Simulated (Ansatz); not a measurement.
# SiO2: the cost of one run

Computed with Ansatz 0.2.0 through its Python package. The levels of theory stand in the script.

## (1) The structure

It takes space group I-42d (No. 122, tetragonal). The conventional cell has a = 4.748 Å, b = 4.748 Å, c = 7.488 Å, α = 90.00°, β = 90.00°, γ = 90.00°. Around Si (site symmetry -4) lie 4 O at 1.62 Å. O (site symmetry 2) is surrounded by 2 Si at 1.62 Å.

No structure file is read: the coordinates are typed or built in the script.

## (2) The code

File run_xc.py:

```python
"""One structure of SiO2 under several functionals."""

import ansatz as az
import pandas as pd

params = {
    "kmesh": (6, 6, 6),
    "occupations": "fixed",
}

structure = (
    az.Lattice.from_parameters(4.7481, 4.7481, 7.488, alpha=90, beta=90, gamma=90)
    .space_group(122, hermann_mauguin="I-42d")
    .atom("Si", (0.0, 0.0, 0.0))
    .atom("O", (0.25, 0.62338, 0.375))
    .primitive()
)

model = structure.calculation()
model = model.pseudopotentials("paw")
model = model.kpoints(mesh=params["kmesh"]).occupations(params["occupations"])
model = model.stress()

rows = []
for value in ["r2scan", "pbesol", "lda"]:
    summary = model.functional(value).run().report
    rows.append((value, summary["free_energy_ev"] / len(summary["lattice"]["sites"]), summary["n_iterations"], sum(summary["stress_gpa"][i][i] for i in range(3)) / 3, summary["n_kpoints"]))

table = pd.DataFrame(rows, columns=["functional", "F/atom (eV)", "iterations", "P (GPa)", "k-points"])
print(table.round(5).to_string(index=False))
```

## (3) What the engine is handed

The engine receives this input (first run):

```yaml
crystal:
  lattice:
    a: 4.7481
    b: 4.7481
    c: 7.488
    alpha: 90.0
    beta: 90.0
    gamma: 90.0
  space_group: 122
  setting:
    hermann_mauguin: I-42d
  atoms:
    - { symbol: Si, position: [0.0, 0.0, 0.0] }
    - { symbol: O, position: [0.25, 0.62338, 0.375] }
  reduce_to_primitive: true
kpoints:
  mp_grid:
    grid: [6, 6, 6]
hamiltonian:
  xc: r2scan
  pseudopotentials:
    kind: paw
scf:
  occupations:
    method: fixed
output:
  stress: true
```

## (4) Launch

On the command line:

```console
> python run_xc.py
```

**Question.** How long does this script take on 1 thread of Arm Neoverse V1, shared host, and how much memory does it need?

About 25 s, with a peak of 0.68 GiB.
